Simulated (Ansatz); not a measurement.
Runs of Ansatz 0.2.0 on NiO. It takes space group Fm-3m (No. 225, cubic). The conventional cell has a = 4.172 Å, b = 4.172 Å, c = 4.172 Å, α = 90.00°, β = 90.00°, γ = 90.00°. Ni (site symmetry m-3m) has 6 O at 2.09 Å as nearest neighbours. O (site symmetry m-3m) is surrounded by 6 Ni at 2.09 Å. 

| task | level | potentials or basis | U | k mesh | cutoff (eV) | points for each segment of the path | hubbard projectors | double counting | q mesh | gap on the mesh (eV) | pressure (GPa) | moment (μB) |
| --- | --- | --- | --- | --- | --- | --- | --- | --- | --- | --- | --- | --- |
| band structure | PBE | JTH PAW | - | 11 × 11 × 11 | 2400 | 14 | - | - | - | none | 6.3 | 1.73 |
| band structure | PBEsol+U | Ansatz PAW | Ni d U = 4 eV | 11 × 11 × 11 | 420 | 14 | ortho-atomic (the default) | fll (the default) | - | 1.03 | (b) | (a) |
| band structure | LDA | Ansatz PAW | - | 11 × 11 × 11 | 420 | 14 | - | - | - | none | -19.8 | 0.30 |
| single point | PBE | Ansatz PAW | - | 11 × 11 × 11 | 300 | - | - | - | - | none | 6.3 | 1.73 |
| phonons | PBE | Ansatz PAW | - | 10 × 10 × 10 | 420 | 8 | - | - | 2 × 2 × 2 | none | - | 1.73 |

Alike in all rows: spin collinear, ferromagnetic start; cell as given; smearing fermi-dirac 0.05 eV.

Task: Estimate the missing entries.

Result: (a) 2.00; (b) 2.2.

Caveats: a cell with one magnetic atom can't hold antiferromagnetic order, which such compounds often take (some runs); semilocal functionals often make such compounds metallic where correlation or magnetic order opens a gap, which also shifts bond lengths (some runs); the PAW data sets come from PBE, with cores solved anew for the run's functional, which leaves a small shift of forces and pressure (some runs); the magnetic or orbital state may not be the lowest (some runs); so large a pressure means that the cell lies far from this level's equilibrium, or that cutoff or potentials fall short (some runs); the pressure holds a Pulay correction of +47.6 GPa for the finite cutoff (some runs); the cutoff lies under the one recommended for these potentials (some runs).

A k mesh can miss the band edges.

A gap of «none» marks a metal or a gap under the smearing width.
